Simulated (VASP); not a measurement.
# Si (Im-3m) in VASP: notebook

One crystal, Si, is run at these levels: PBEsol+D3, PBEsol, PBE+D4, PBEsol+D3(BJ), optPBE-vdW; tasks: optical spectrum, Wannier functions by SCDM, band structure, dielectric tensor, electric field gradients.

Everything below comes from runs of VASP 6.6.1. Logs are shortened: lines on timing, memory, paths and dates and some standing lists are left out, and cuts for length are marked.

### Step 1. Starting point

Symmetry: Im-3m, No. 229, cubic system. The conventional cell has a = 6.672 Å, b = 6.672 Å, c = 6.672 Å, α = 90.00°, β = 90.00°, γ = 90.00°. Si (site symmetry -4m2) has 4 Si at 2.36 Å as nearest neighbours.

This isn't the form of Si at room conditions, which is diamond.

### Step 2. Optical spectrum, PBEsol+D3

Input file INCAR:

```
SYSTEM = Si
PREC = Accurate ; ENCUT = 520
EDIFF = 1E-7 ; ISMEAR = 0
SIGMA = 0.05 ; LREAL = .FALSE.
LASPH = .TRUE. ; NELM = 80
ALGO = Normal ; ISIF = 2
LWAVE = .FALSE. ; LCHARG = .FALSE.
GGA = PS ; IVDW = 11
LOPTICS = .TRUE. ; NBANDS = 36
NEDOS = 1000 ; CSHIFT = 0.05
```

Input file KPOINTS:

```
regular mesh
0
G
  6 6 6
  0 0 0
```

Input file POSCAR:

```
Si
1.0
   -3.3360831900      3.3360831900      3.3360831900
    3.3360831900     -3.3360831900      3.3360831900
    3.3360831900      3.3360831900     -3.3360831900
Si
6
Direct
    0.5000000000      0.7500000000      0.2500000000
    0.2500000000      0.7500000000      0.5000000000
    0.2500000000      0.5000000000      0.7500000000
    0.5000000000      0.2500000000      0.7500000000
    0.7500000000      0.5000000000      0.2500000000
    0.7500000000      0.2500000000      0.5000000000
```

Potentials or basis: VASP PAW PBE potentials, release 64 (Si).

On the command line:

```sh
> cat potpaw_PBE.64/Si/POTCAR > POTCAR
> mpirun -np 1 vasp_std > vasp.out
```

OUTCAR:

```text
SYSTEM = Si
   PREC = Accurate
   ENCUT = 520
   EDIFF = 1E-7
   ISMEAR = 0
   LREAL = .FALSE.
   LASPH = .TRUE.
   NELM = 80
   ISIF = 2
   GGA = PS
   IVDW = 11
 IVDW          = 11

 ion  position               nearest neighbor table
   1  0.500  0.750  0.250-   2 2.36   5 2.36   6 2.36   3 2.36
   2  0.250  0.750  0.500-   1 2.36   3 2.36   4 2.36   5 2.36
   3  0.250  0.500  0.750-   1 2.36   2 2.36   4 2.36   6 2.36
   4  0.500  0.250  0.750-   3 2.36   5 2.36   6 2.36   2 2.36
   5  0.750  0.500  0.250-   1 2.36   2 2.36   6 2.36   4 2.36
   6  0.750  0.250  0.500-   3 2.36   4 2.36   5 2.36   1 2.36

  LATTYP: Found a body centered cubic cell.
 ALAT       =     6.6721663800

  Lattice vectors:

 A1 = (  -3.3360831900,   3.3360831900,   3.3360831900)
 A2 = (   3.3360831900,  -3.3360831900,   3.3360831900)
 A3 = (   3.3360831900,   3.3360831900,  -3.3360831900)

Analysis of symmetry for initial positions (statically):
=====================================================================
 Subroutine PRICEL returns:
 Original cell was already a primitive cell.

 Routine SETGRP: Setting up the symmetry group for a
 body centered cubic supercell.

 Subroutine GETGRP returns: Found 48 space group operations
 (whereof 48 operations were pure point group operations)
 out of a pool of 48 trial point group operations.

The static configuration has the point symmetry O_h .

Analysis of symmetry for dynamics (positions and initial velocities):
=====================================================================
 Subroutine PRICEL returns:
 Original cell was already a primitive cell.

 Routine SETGRP: Setting up the symmetry group for a
 body centered cubic supercell.

 Subroutine GETGRP returns: Found 48 space group operations
 (whereof 48 operations were pure point group operations)
 out of a pool of 48 trial point group operations.

The dynamic configuration has the point symmetry O_h .

 Subroutine INISYM returns: Found 48 space group operations
 (whereof 48 operations are pure point group operations),
 and found     1 'primitive' translations

----------------------------------------------------------------------------------------

                                     Primitive cell

  volume of cell :     148.5151

  direct lattice vectors                    reciprocal lattice vectors
    -3.336083190  3.336083190  3.336083190     0.000000000  0.149876358  0.149876358
     3.336083190 -3.336083190  3.336083190     0.149876358  0.000000000  0.149876358
     3.336083190  3.336083190 -3.336083190     0.149876358  0.149876358  0.000000000

  length of vectors
     5.778265583  5.778265583  5.778265583     0.211957179  0.211957179  0.211957179

  position of ions in fractional coordinates (direct lattice)
     0.500000000  0.750000000  0.250000000
     0.250000000  0.750000000  0.500000000
     0.250000000  0.500000000  0.750000000
     0.500000000  0.250000000  0.750000000
     0.750000000  0.500000000  0.250000000
     0.750000000  0.250000000  0.500000000

  ion indices of the primitive-cell ions
   primitive index   ion index
                 1           1
                 2           2
                 3           3
[... 88 lines left out ...]
  Fermi-wavevector in a.u.,A,eV,Ry     =   0.891706  1.685080 10.818532  0.795140
  Thomas-Fermi vector in A             =   2.013561
   LORBIT       =      0    0 simple, 1 ext, 2 COOP (PROOUT), +10 PAW based schemes
   GGA     = PS    functional components
   LHFCALC =     F    Hartree Fock is set to
   AEXX    =    0.0000 exact exchange contribution
   IVDW    =    11    specifies the selected vdW correction
   LEPSILON=     F    determine dielectric tensor
   LRPA    =     F    only Hartree local field effects (RPA)
 non-spin polarized calculation
 Gauss-broadening in eV      SIGMA  =   0.05
  energy-cutoff  :      520.00
  volume of cell :      148.52
 maximum number of plane-waves:      4034
 NGX is ok and might be reduce to    48
   NGX = 21   NGY = 21   NGZ = 21

 number of electron      23.9999999 magnetization

 Free energy of the ion-electron system (eV)
  ---------------------------------------------------
  ext. energy  EPLUGINS =         0.00000000
  ---------------------------------------------------
  free energy    TOTEN  =       -32.96833487 eV

  energy without entropy =      -32.96738046  energy(sigma->0) =      -32.96785766

 E-fermi :   3.9803     XC(G=0):  -8.2749

 val. band max:        3.9735184687   @ k =   0.5000   0.5000   0.5000
 cond. band min:       4.0085334135   @ k =  -0.3333   0.3333   0.3333
 fundamental gap:      0.0350149448
 Fermi energy:         3.9802806915

 k-point     1 :       0.0000    0.0000    0.0000
  band No.  band energies     occupation
      1      -7.8357      2.00000
      2      -3.2984      2.00000
      3      -3.2984      2.00000
      4      -3.1480      2.00000
      5      -3.1480      2.00000
      6      -3.1480      2.00000
[... 421 lines left out ...]
     23       8.7625      0.00000
     24      10.4170      0.00000
 [bands above 24 left out]

------------------------ aborting loop because EDIFF is reached ----------------------------------------

 Edisp (eV)   -0.55380

 E8    (eV) :    -0.2904

  FORCE on cell =-STRESS in cart. coord.  units (eV):
  Direction    XX          YY          ZZ          XY          YZ          ZX
  --------------------------------------------------------------------------------------
  -------------------------------------------------------------------------------------
  Total       0.22224     0.22224     0.22224    -0.00000    -0.00000     0.00000
  in kB       2.39748     2.39748     2.39748    -0.00000    -0.00000     0.00000
  external pressure =        2.40 kB  Pullay stress =        0.00 kB

 VOLUME and BASIS-vectors are now :
 -----------------------------------------------------------------------------
  energy-cutoff  :      520.00
  volume of cell :      148.52
      direct lattice vectors                 reciprocal lattice vectors
    -3.336083190  3.336083190  3.336083190     0.000000000  0.149876358  0.149876358
     3.336083190 -3.336083190  3.336083190     0.149876358  0.000000000  0.149876358
     3.336083190  3.336083190 -3.336083190     0.149876358  0.149876358  0.000000000

 POSITION                                       TOTAL-FORCE (eV/Angst)
 -----------------------------------------------------------------------------------
      1.66804      0.00000      3.33608         0.000000     -0.000000      0.000000
      3.33608      0.00000      1.66804        -0.000000      0.000000     -0.000000
      3.33608      1.66804      0.00000         0.000000     -0.000000      0.000000
      1.66804      3.33608      0.00000         0.000000      0.000000     -0.000000
      0.00000      1.66804      3.33608         0.000000     -0.000000      0.000000
      0.00000      3.33608      1.66804        -0.000000     -0.000000     -0.000000
 -----------------------------------------------------------------------------------
    total drift:                               -0.000000     -0.000000      0.000000

  FREE ENERGIE OF THE ION-ELECTRON SYSTEM (eV)
  ---------------------------------------------------
  free  energy   TOTEN  =       -33.5221333215 eV

  energy  without entropy=      -33.5211789156  energy(sigma->0) =      -33.52165612

 electrical conductivity sigma (Mega S m-1) (frequency dependency in vasprun.xml)
  --------------------------------------------------------------------------------------
       0.000      -0.000       0.000
      -0.000       0.000      -0.000
       0.000      -0.000       0.000

  frequency dependent IMAGINARY DIELECTRIC FUNCTION (independent particle, no local field effects) density-density
     E(ev)      X         Y         Z        XY        YZ        ZX
  --------------------------------------------------------------------------------------------------------------
     0.00000     0.00000     0.00000     0.00000     0.00000     0.00000     0.00000
     0.30074     0.05639     0.05639     0.05639    -0.00000    -0.00000    -0.00000
     0.60147     0.10955     0.10955     0.10955    -0.00000     0.00000    -0.00000
     0.90221     0.10546     0.10546     0.10546    -0.00000     0.00000    -0.00000
     1.20294     0.23674     0.23674     0.23674    -0.00000     0.00000    -0.00000
     1.50368     0.63665     0.63665     0.63665    -0.00000    -0.00000     0.00000
[... 92 lines left out ...]
    29.47213     0.00083     0.00083     0.00083     0.00000    -0.00000    -0.00000
    29.77287     0.00080     0.00080     0.00080     0.00000    -0.00000    -0.00000

  frequency dependent      REAL DIELECTRIC FUNCTION (independent particle, no local field effects) density-density
     E(ev)        X           Y           Z          XY          YZ          ZX
  --------------------------------------------------------------------------------------------------------------
     0.00000    11.39142    11.39142    11.39142    -0.00000     0.00000    -0.00000
     0.30074    11.48507    11.48507    11.48507    -0.00000     0.00000    -0.00000
     0.60147    11.66059    11.66059    11.66059    -0.00000     0.00000    -0.00000
     0.90221    12.14842    12.14842    12.14842    -0.00000     0.00000    -0.00000
     1.20294    12.92772    12.92772    12.92772    -0.00000     0.00000    -0.00000
     1.50368    13.93410    13.93410    13.93410    -0.00000     0.00000    -0.00000
[... 92 lines left out ...]
    29.47213     0.76724     0.76724     0.76724     0.00000    -0.00000     0.00000
    29.77287     0.77215     0.77215     0.77215     0.00000    -0.00000     0.00000

  frequency dependent IMAGINARY DIELECTRIC FUNCTION (independent particle, no local field effects) current-current
     E(ev)      X         Y         Z        XY        YZ        ZX
  --------------------------------------------------------------------------------------------------------------
     0.00000    34.57386    34.57386    34.57386    -0.00000    -0.00000     0.00000
     0.30074     3.54669     3.54669     3.54669    -0.00000    -0.00000     0.00000
     0.60147     1.87985     1.87985     1.87985    -0.00000    -0.00000     0.00000
     0.90221     1.34187     1.34187     1.34187    -0.00000    -0.00000     0.00000
     1.20294     1.22980     1.22980     1.22980    -0.00000    -0.00000     0.00000
     1.50368     1.49825     1.49825     1.49825    -0.00000    -0.00000    -0.00000
[... 92 lines left out ...]
    29.47213     0.00004     0.00004     0.00004     0.00000    -0.00000     0.00000
    29.77287     0.00004     0.00004     0.00004     0.00000    -0.00000     0.00000

  frequency dependent      REAL DIELECTRIC FUNCTION (independent particle, no local field effects) current-current
     E(ev)        X           Y           Z          XY          YZ          ZX
  --------------------------------------------------------------------------------------------------------------
     0.00000    11.38609    11.38609    11.38609    -0.00000    -0.00000     0.00000
     0.30074    11.46800    11.46800    11.46800    -0.00000    -0.00000     0.00000
     0.60147    11.64525    11.64525    11.64525    -0.00000    -0.00000     0.00000
     0.90221    12.14161    12.14161    12.14161    -0.00000    -0.00000     0.00000
     1.20294    12.91327    12.91327    12.91327    -0.00000    -0.00000     0.00000
     1.50368    13.89380    13.89380    13.89380    -0.00000    -0.00000     0.00000
[... 92 lines left out ...]
    29.47213     0.76725     0.76725     0.76725     0.00000     0.00000    -0.00000
    29.77287     0.77217     0.77217     0.77217     0.00000     0.00000    -0.00000
```

It took 64 s on 1 thread of Intel Xeon Platinum 8488C (Sapphire Rapids), shared host; peak memory 0.37 GiB.

What came out:

| Item | Value |
| --- | --- |
| Free energy | -33.5221 eV |
| Pressure | 0.2 GPa |
| Band gap on the k mesh | 0.03 eV, indirect (least direct gap 0.28 eV) |
| Dispersion energy per atom | -0.092 eV |

Levels at points of the mesh, in eV from the valence-band top:
```csv
k point,band 10,band 11,band 12,band 13,band 14,band 15
"(0.00, 0.00, 0.00)",-2.12,-2.12,-2.12,1.97,1.97,1.97
"(0.50, 0.00, 0.00)",-2.10,-1.33,-0.70,1.10,2.24,2.59
"(0.50, 0.50, 0.50)",0.00,0.00,0.00,0.28,0.28,0.28
```

Dielectric function (mean over the directions given):
```csv
energy (eV),real part,imaginary part
0.27,11.47,0.04
0.90,12.15,0.11
1.62,14.44,0.46
2.26,18.53,8.23
2.98,16.03,9.15
3.61,10.83,20.54
4.33,-6.86,30.71
4.96,-7.32,10.63
5.68,-4.96,7.07
6.32,-5.55,4.23
7.04,-4.81,3.02
7.67,-3.67,2.62
8.39,-2.95,1.26
9.02,-1.85,1.04
9.74,-1.63,0.53
10.38,-1.10,0.35
11.10,-0.70,0.40
11.73,-0.57,0.48
12.45,-0.66,0.32
13.08,-0.44,0.34
13.80,-0.35,0.20
14.44,-0.18,0.13
15.16,-0.06,0.12
15.79,0.00,0.06
16.51,0.14,0.05
17.14,0.21,0.04
17.86,0.30,0.03
18.50,0.34,0.02
19.22,0.40,0.01
19.94,0.45,0.01
```

Caveat: spectra need much finer meshes, so this one isn't converged; independent-particle spectra lack excitons; the PAW data sets were made with another functional, which shifts forces and pressure a little.

(Continued in part 2 of 3.)
